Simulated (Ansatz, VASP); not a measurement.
**Two plane-wave programs on Ge**

```xyz
4
Lattice="4.1037 0.0000 0.0000 -2.0519 3.5539 0.0000 0.0000 0.0000 11.1380" Properties=species:S:1:pos:R:3 pbc="T T T"
Ge    2.0519    1.1846    4.6206
Ge    0.0000    2.3693   10.1896
Ge    0.0000    0.0000    5.3179
Ge    0.0000    0.0000   10.8869
```

Change from the starting cell: volume scaled by 1.04.

Alike in both runs: task single point; functional PBEsol; k mesh 8 × 8 × 3; occupations fermi-dirac, width 0.05 eV; no spin polarisation.

|  | VASP | Ansatz |
| --- | --- | --- |
| version | VASP 6.6.1 | Ansatz 0.2.0 |
| potentials or method | VASP PAW PBE potentials, release 64 (Ge_d) | Ansatz PAW |
| plane-wave cutoff (eV) | 520 | 420 |
| valence electrons in the cell | 56 | 56 |

|  | VASP | Ansatz | Ansatz less VASP |
| --- | --- | --- | --- |
| gap on the k mesh at the Fermi level (eV) | 0.44 | 0.45 | +0.004 |
| least direct gap on the mesh (eV) | 0.61 | 0.61 | -0.001 |
| pressure (GPa) | -2.5 | -2.5 | +0.05 |
| largest component of the traceless stress (GPa) | 1.80 | 1.79 | -0.016 |
| rms of the force components (eV/Å) | 0.148 | 0.146 | -0.0013 |

Atom by atom the forces differ by 0.001 eV/Å (rms over components).

Caveats: the PAW data sets were made with another functional, which shifts forces and pressure a little (VASP); an odd mesh through Γ misses points on the zone boundary, where band edges often lie (VASP); odd divisions of the mesh miss points on the zone boundary, where band edges often lie, so the gap on the mesh can be too wide (Ansatz); the PAW data sets come from PBE, with cores solved anew for the run's functional, which leaves a small shift of forces and pressure (Ansatz).
